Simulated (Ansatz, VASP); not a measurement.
Ir: VASP beside Ansatz

The input INCAR:

```
PREC = Accurate
ENCUT = 520
EDIFF = 1E-6
ISMEAR = 0
SIGMA = 0.15
LREAL = F
LASPH = T
NELM = 80
ALGO = Fast
ISIF = 2
LWAVE = F
LCHARG = F
NBANDS = 16
```

Contents of KPOINTS:

```
regular mesh
0
Gamma
  21 21 12
```

POSCAR

```
Ir
1.0
    2.7052421934      0.0000000000      0.0000000000
   -1.3526210967      2.3428084629      0.0000000000
    0.0000000000      0.0000000000      4.3862377053
Ir
2
Direct
    0.6666666667      0.3333333333      0.7500000000
    0.3333333333      0.6666666667      0.2500000000
```

Input for Ansatz:

```yaml
crystal:
  lattice:
    - [2.7052421934, 0.0, 0.0]
    - [-1.3526210967, 2.3428084629, 0.0]
    - [0.0, 0.0, 4.3862377053]
  atoms:
    - { symbol: Ir, position: [0.6666666667, 0.3333333333, 0.75] }
    - { symbol: Ir, position: [0.3333333333, 0.6666666667, 0.25] }
basis:
  ecutwfc: 420
kpoints:
  mp_grid: { grid: [21, 21, 12] }
hamiltonian:
  xc: lda
  pseudopotentials: { kind: paw, azcp: { folder: soft_1 } }
scf:
  occupations: { method: gaussian, width: 0.15 }
output:
  forces: true
  stress: true
  eigenvalues: true
```

This isn't the form of Ir at room conditions, which is fcc.

Alike in both runs: task single point; functional LDA; k mesh 21 × 21 × 12; occupations gaussian, width 0.15 eV; no spin polarisation.

```csv
,VASP,Ansatz
version,VASP 6.6.1,Ansatz 0.2.0
potentials or method,"VASP PAW LDA potentials, release 64 (Ir)","scalar-relativistic, plane waves, PAW"
plane-wave cutoff (eV),520,420
valence electrons in the cell,18,34
```

Ansatz gave:

- gap on the k mesh at the Fermi level (eV): none
- pressure (GPa): 0.1
- largest component of the traceless stress (GPa): 0.30

Problem. Estimate VASP's values.

Solution. gap on the k mesh at the Fermi level (eV): none; pressure (GPa): 2.7; largest component of the traceless stress (GPa): 0.30.

A gap of «none» marks a metal or a gap that the smearing closes. The two sets of potentials don't hold the same shells in valence. Ansatz warned: «pseudo_functional_mismatch».

Spin-orbit coupling is left out, which matters for the levels of Ir.
